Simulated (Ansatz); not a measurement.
# HPt4: the cost of one run

Method: DFT PBEsol, scalar-relativistic, plane waves, PAW, in Ansatz 0.2.0.

The COD entry's cell or inner coordinates are ideal or old and differ from later refinements, so a difference from it is no clean test against experiment.

3 further runs of the same task are left out: 3 set aside as unsound or not needed. Runs told in other sessions of the task aren't counted.

## Step 1: The system as given

The structure is tetragonal, space group P4mm (No. 99). Conventional cell: a = 2.770 Å, b = 2.770 Å, c = 22.877 Å, α = 90.00°, β = 90.00°, γ = 90.00°. Pt (site symmetry 4mm) has 8 Pt at 2.77 Å in its first shell of neighbours. Pt (site symmetry 4mm) is surrounded by 12 Pt at 2.75 to 2.77 Å. Pt (site symmetry 4mm) has 12 Pt at 2.73 to 2.77 Å in its first shell of neighbours. Pt (site symmetry 4mm) is surrounded by 8 Pt at 2.73 to 2.77 Å.

As a file:

```cif
data_structure
_symmetry_space_group_name_H-M 'P 1'
_symmetry_Int_Tables_number 1
_cell_length_a 2.7705
_cell_length_b 2.7705
_cell_length_c 22.8771
_cell_angle_alpha 90.000
_cell_angle_beta 90.000
_cell_angle_gamma 90.000
_cell_volume 175.60
loop_
_atom_site_label
_atom_site_type_symbol
_atom_site_fract_x
_atom_site_fract_y
_atom_site_fract_z
_atom_site_occupancy
Pt1 Pt 0.50000 0.50000 0.37155 1
Pt2 Pt 0.00000 0.00000 0.45718 1
Pt3 Pt 0.50000 0.50000 0.54176 1
Pt4 Pt 0.00000 0.00000 0.62474 1
```

Planes are indexed in the bulk's conventional cell (Fm-3m (No. 225)), a = 3.918 Å, b = 3.918 Å, c = 3.918 Å, α = 90.00°, β = 90.00°, γ = 90.00°.

It is a (100) slab, 5.9 Å thick as cut, with 17 Å of vacuum; its outer planes are Pt (top) and Pt (bottom). An earlier relaxation, lower half held, gave -49533.1301 eV, work function 5.74 eV.

## Step 2: H at the top (Pt) site

input.yaml reads:

```yaml
crystal:
  lattice:
    - [2.7704872841, 0.0, 0.0]
    - [0.0, 2.7704872841, 0.0]
    - [0.0, 0.0, 24.8770910374]
  atoms:
    - { symbol: Pt, position: [0.5, 0.5, 0.3416798205] }
    - { symbol: Pt, position: [0.0, 0.0, 0.4204281896] }
    - { symbol: Pt, position: [0.5, 0.5, 0.4982057973] }
    - { symbol: Pt, position: [0.0, 0.0, 0.5745140848] }
    - { symbol: H, position: [0.0, 0.0, 0.6420460964] }
basis:
  ecutwfc: 420
kpoints:
  mp_grid: { grid: [10, 10, 1] }
hamiltonian:
  xc: pbesol
scf:
  occupations: { method: gaussian, width: 0.1 }
output:
  forces: true
  eigenvalues: true
  write_density: true
  write_potential: true
  elf: true
  volumetric_format: npy
relax:
  adjacent_minimum: "off"
  f_tol: 0.03
  max_steps: 70
  constraints: [{ sites: [0, 1] }]
efield:
  axis: 3
  dipole_correction: true
  ramp_width: 0.04
```

Launch:

```sh
$ ansatz run input.yaml --threads 2 --pin off --max-ram 5120MiB --backend cpu --events-out ev --progress --plain --runs-dir out
```

**Question.** How long does this run take on 2 threads of Arm Neoverse V2, shared host, and how much memory does it need?

About 31 s, with a peak of 0.47 GiB.
